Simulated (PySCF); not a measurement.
# norbornene (C7H10): geometry, NMR shifts, spin-spin couplings, electronic excitations and core binding energies

What NMR shifts, spin-spin couplings, electronic excitations and core binding energies should norbornene (C7H10) (`C1=C[C@H]2CC[C@@H]1C2`) show?

Programs: PySCF 2.14.0, with density-fitted response routines of our own. Each step states its level of theory. These are calculated values for one molecule in the gas phase, unless marked as measured. Atoms are numbered from 0 throughout.

## (1) Starting geometry

17 atoms, charge 0, multiplicity 1; geometry from: GFN2-xTB.

Bonds of the start (Å): C0–C1 1.33, C1–C2 1.51, C2–C3 1.55, C3–C4 1.54, C4–C5 1.55, C5–C6 1.53, C5–C0 1.51, C6–C2 1.53, C0–H7 1.07, C1–H8 1.07, C2–H9 1.09, C3–H10 1.09, C3–H11 1.09, C4–H12 1.09, C4–H13 1.09, C5–H14 1.09, C6–H15 1.09, C6–H16 1.09.

## (2) Optimising the geometry at PBE0-D3(BJ)/def2-SVP

The job: settings as JSON, then the geometry in Å.

```
{"job": {"xc": "PBE0", "basis": "def2-SVP", "d3": "d3bj", "grid": 1, "kind": "geom"}, "charge": 0, "multiplicity": 1}
C      1.437816     0.429753    -0.569613
C      0.781054     1.401992     0.048536
C     -0.345863     0.766214     0.820858
C     -1.359706     0.288239    -0.245853
C     -0.596941    -0.841126    -0.963082
C      0.758972    -0.868905    -0.218093
C      0.302595    -0.565379     1.212643
H      2.258196     0.512592    -1.259137
H      0.940867     2.462707    -0.019146
H     -0.781118     1.366430     1.616360
H     -1.637813     1.096735    -0.920793
H     -2.264830    -0.084608     0.232977
H     -1.108069    -1.797442    -0.854152
H     -0.463466    -0.643072    -2.025902
H      1.340568    -1.773622    -0.379326
H      1.134156    -0.444551     1.905700
H     -0.403417    -1.293926     1.608115
```

**Question.** This job is followed by: GIAO PBE0/pcSseg-1 NMR shielding, non-relativistic, gas phase; B3LYP/pcJ-1 indirect spin-spin coupling, non-relativistic, gas phase; TDDFT wB97X-D/def2-SVPD, vertical, gas phase, core orbitals frozen in the response; GIAO B97-2/pcSseg-1 NMR shielding, non-relativistic, gas phase; delta-SCF UKS SCAN, pcX-2 on the ionised atom, pcseg-1 elsewhere, spin-free X2C. What will the session give for the following? point group; rotational constants (main isotopes); ¹³C shifts against TMS (PBE0/pcSseg-1, means over atoms taken as alike); ¹H shifts against TMS (PBE0/pcSseg-1, means over atoms taken as alike); largest coupling of the table (B3LYP/pcJ-1); lowest singlet (wB97X-D/def2-SVPD); lowest triplet; vertical ionisation energy (ΔSCF); C1s binding energies, SCAN/pcX-2; range of the shift of C0.

The runs gave:

| quantity | value |
| --- | --- |
| point group | Cs |
| rotational constants (main isotopes) | 3.96, 3.45, 3.03 GHz |
| ¹³C shifts against TMS (PBE0/pcSseg-1, means over atoms taken as alike) | 145.6, 51.8, 44.6, 27.0 ppm |
| ¹H shifts against TMS (PBE0/pcSseg-1, means over atoms taken as alike) | 6.27, 2.64, 1.61, 1.27, 0.95, 0.91 ppm |
| largest coupling of the table (B3LYP/pcJ-1) | ¹J(C,H) C0–H7, 176.8 Hz |
| lowest singlet (wB97X-D/def2-SVPD) | 6.62 eV (187 nm), f = 0.131 |
| lowest triplet | 4.17 eV |
| vertical ionisation energy (ΔSCF) | 8.85 eV |
| C1s binding energies, SCAN/pcX-2 | C2 290.43, C3 290.28, C6 290.26, C0 289.83 eV |
| range of the shift of C0 | 142.0 to 145.6 ppm |

In words: Over 3 steps the energy fell by 0.048 eV; of the close pairs, C1–H8 changed most, 1.075 to 1.092 Å. No frequency check was run at this level, so the end point may be a saddle. The most deshielded carbon is C0, C1 (mean) (alkene CH), at 145.6 ppm: the olefinic region. H7, H8 (mean) (hydrogen on an alkene CH) lies farthest downfield among hydrogen, at 6.27 ppm; olefinic region. At PBE0/pcSseg-1: Shielding is most anisotropic at C0, C1 (span 229 ppm, paramagnetic term -215 ppm). In the run at B3LYP/pcJ-1, the largest coupling of the table is C0–H7 (mean over like pairs), 176.8 Hz, of which the Fermi-contact term gives 175.8 Hz. Couplings across rotatable bonds belong to this one conformer; where others are populated, the observed values are averages. The first singlet state (HOMO→LUMO 0.95) lies at 6.62 eV and is bright. The lowest triplet lies 2.44 eV below the lowest singlet (triplets in Tamm-Dancoff, singlets in full TDDFT). At wB97X-D/def2-SVPD, the highest states lie near or above the ionisation energy, where they hang on the basis. The orbital energy would give 8.67 eV for ionisation, ΔSCF gives 8.85 eV. C2 (allylic sp3 CH) binds its C1s electron 0.60 eV more tightly than C0 (alkene CH).
